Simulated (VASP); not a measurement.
## HfO2: atomic charges with PBE

Crystal: HfO2.

```
Hf O
1.0
     5.08032    0.00000    0.00000
     0.00000    5.16487    0.00000
     0.00000    0.00000    4.89088
Hf O
4 8
Direct
  0.22259 0.78180 0.27207
  0.72259 0.71820 0.72793
  0.77741 0.21820 0.27207
  0.27741 0.28180 0.72793
  0.18682 0.16365 0.10453
  0.68682 0.33635 0.89547
  0.81318 0.83635 0.10453
  0.31318 0.66365 0.89547
  0.00000 0.50000 0.48905
  0.50000 0.00000 0.51095
  0.00000 0.00000 0.57562
  0.50000 0.50000 0.42438
```

The cell comes from a database or a generator and needn't be the stable form of this composition.

```yaml
Program: VASP 6.6.1
Task: atomic charges
Functional: PBE
Potentials_or_basis: VASP PAW PBE potentials, release 64 (Hf_pv, O)
Cutoff: 520 eV
k_mesh: 4 × 4 × 5
Occupations: gaussian, width 0.02 eV
Spin: no spin polarisation
Further_INCAR_settings: ALGO = Normal; EDIFF = 1e-06
```

The pressure is 6.5 GPa. The largest force is 0.106 eV/Å. The band gap on the k mesh is 3.91 eV, direct and the valence electrons inside the program's atomic spheres are Hf 8.44; O 5.10, 5.14, 5.13.

Forces in eV/Å, atoms in the order of the input:
```
Hf   0.024 -0.013  0.000
Hf   0.024  0.013  0.000
Hf  -0.024  0.013  0.000
Hf  -0.024 -0.013  0.000
O    0.013  0.026  0.102
O    0.013 -0.026 -0.102
O   -0.013 -0.026  0.102
O   -0.013  0.026 -0.102
O    0.000  0.000 -0.003
O    0.000  0.000  0.003
O    0.000  0.000  0.098
O    0.000  0.000 -0.098
```

Stress tensor (GPa, compression positive):
```
6.13 0.00 0.00
0.00 6.53 0.00
0.00 0.00 6.89
```

Levels at points of the mesh, in eV from the valence-band top:
| k point | band 42 | band 43 | band 44 | band 45 | band 46 | band 47 |
| --- | --- | --- | --- | --- | --- | --- |
| (0.00, 0.00, 0.00) | -0.21 | -0.11 | -0.11 | 4.13 | 4.69 | 5.09 |
| (0.50, 0.00, 0.00) | -0.54 | -0.21 | -0.21 | 4.66 | 4.66 | 5.61 |
| (0.00, 0.50, 0.00) | -0.57 | -0.18 | -0.18 | 4.63 | 4.63 | 5.47 |
| (0.50, 0.50, 0.00) | -0.85 | -0.37 | -0.37 | 5.04 | 5.04 | 5.71 |

It took 5.1 min on 1 thread of AMD EPYC 7571, with other jobs on the host, peak memory 0.27 GiB.

Caveat: spin-orbit coupling is left out, which moves the levels of the heavy elements; an odd mesh through Γ misses points on the zone boundary, where band edges often lie.
